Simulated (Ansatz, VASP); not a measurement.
Two plane-wave programs on AlN

```
CELL_PARAMETERS angstrom
3.22380 0.00000 0.00000
-1.61190 2.79189 0.00000
0.00000 0.00000 4.61560
ATOMIC_POSITIONS crystal
Al 0.33333 0.66667 0.98721
Al 0.66667 0.33333 0.48721
N 0.33333 0.66667 0.39779
N 0.66667 0.33333 0.89779
```

Alike in both runs: functional PBE; k mesh 9 × 9 × 6; occupations gaussian, width 0.05 eV; no spin polarisation.

Ansatz relaxed the structure, and its values are those at the end. VASP's run is a single point on that final structure, the one shown.

```csv
,VASP,Ansatz
version,VASP 6.6.1,Ansatz 0.2.0
potentials or method,"VASP PAW PBE potentials, release 64 (Al, N)","scalar-relativistic, plane waves, PAW"
plane-wave cutoff (eV),520,520
valence electrons in the cell,16,16
```

```csv
,VASP,Ansatz,Ansatz less VASP
gap on the k mesh at the Fermi level (eV),3.53,3.52,-0.007
least direct gap on the mesh (eV),3.53,3.52,-0.007
pressure (GPa),1.7,1.8,+0.18
```

Ansatz warned: «stress_scf_threshold_loose».
